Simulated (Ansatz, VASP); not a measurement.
MgB5 in VASP and in Ansatz

File INCAR:

```
PREC = Accurate
ENCUT = 520
EDIFF = 1E-6
ISMEAR = 0
SIGMA = 0.2
LREAL = False
LASPH = True
NELM = 60
ALGO = Normal
ISIF = 2
LWAVE = False
LCHARG = True
GGA = PE
LELF = True
LVHAR = True
NBANDS = 29
```

KPOINTS

```
regular mesh
0
Gamma
  8 6 4
```

Contents of POSCAR:

```
MgB5
1.0
    0.0000000000      0.0000000000     -2.8822887002
    2.1572222030     -3.7364184587      0.0000000000
   -6.4716666088     -3.7364184588      0.0000000000
Mg B
2 10
Direct
    0.0000000000      1.0000000000      1.0000000000
    0.0000000000      0.5000000000      0.5000000000
    0.5000000000      0.2500000000      0.7500000000
    0.5000000000      0.7500000000      0.2500000000
    0.5000000000      0.7500000000      0.7500000000
    0.5000000000      0.2500000000      0.2500000000
    0.5000000000      0.5000000000      1.0000000000
    0.5000000000      0.0000000000      0.5000000000
    0.0000000000      0.5000000000      0.8333333333
    0.0000000000      0.0000000000      0.3333333333
    0.0000000000      0.0000000000      0.6666666667
    0.0000000000      0.5000000000      0.1666666667
```

Input for Ansatz:

```yaml
crystal:
  lattice:
    - [0.0, 0.0, -2.8822887002]
    - [2.157222203, -3.7364184587, 0.0]
    - [-6.4716666088, -3.7364184588, 0.0]
  atoms:
    - { symbol: Mg, position: [0.0, 1.0, 1.0] }
    - { symbol: Mg, position: [0.0, 0.5, 0.5] }
    - { symbol: B, position: [0.5, 0.25, 0.75] }
    - { symbol: B, position: [0.5, 0.75, 0.25] }
    - { symbol: B, position: [0.5, 0.75, 0.75] }
    - { symbol: B, position: [0.5, 0.25, 0.25] }
    - { symbol: B, position: [0.5, 0.5, 1.0] }
    - { symbol: B, position: [0.5, 0.0, 0.5] }
    - { symbol: B, position: [0.0, 0.5, 0.8333333333] }
    - { symbol: B, position: [0.0, 0.0, 0.3333333333] }
    - { symbol: B, position: [0.0, 0.0, 0.6666666667] }
    - { symbol: B, position: [0.0, 0.5, 0.1666666667] }
basis:
  ecutwfc: 420
kpoints:
  mp_grid: { grid: [8, 6, 4] }
hamiltonian:
  xc: pbe
scf:
  occupations: { method: gaussian, width: 0.2 }
  lower_state_search: "off"
output:
  forces: true
  stress: true
  eigenvalues: true
```

Alike in both runs: task single point; functional PBE; k mesh 8 × 6 × 4; occupations gaussian, width 0.2 eV; no spin polarisation.

```csv
,VASP,Ansatz
version,VASP 6.6.1,Ansatz 0.2.0
potentials or method,"VASP PAW PBE potentials, release 64 (Mg, B)","scalar-relativistic, plane waves, PAW"
plane-wave cutoff (eV),520,420
valence electrons in the cell,34,50
```

```csv
,VASP,Ansatz,Ansatz less VASP
gap on the k mesh at the Fermi level (eV),none,none,-
pressure (GPa),-0.3,0.0,+0.21
largest component of the traceless stress (GPa),0.66,0.60,-0.060
rms of the force components (eV/Å),0.012,0.012,0.0000
```

Atom by atom the forces differ by 0.000 eV/Å (rms over components). A gap of «none» marks a metal or a gap that the smearing closes. With one functional, cell and mesh, what is left measures potentials, basis and numerics. The two sets of potentials don't hold the same shells in valence.
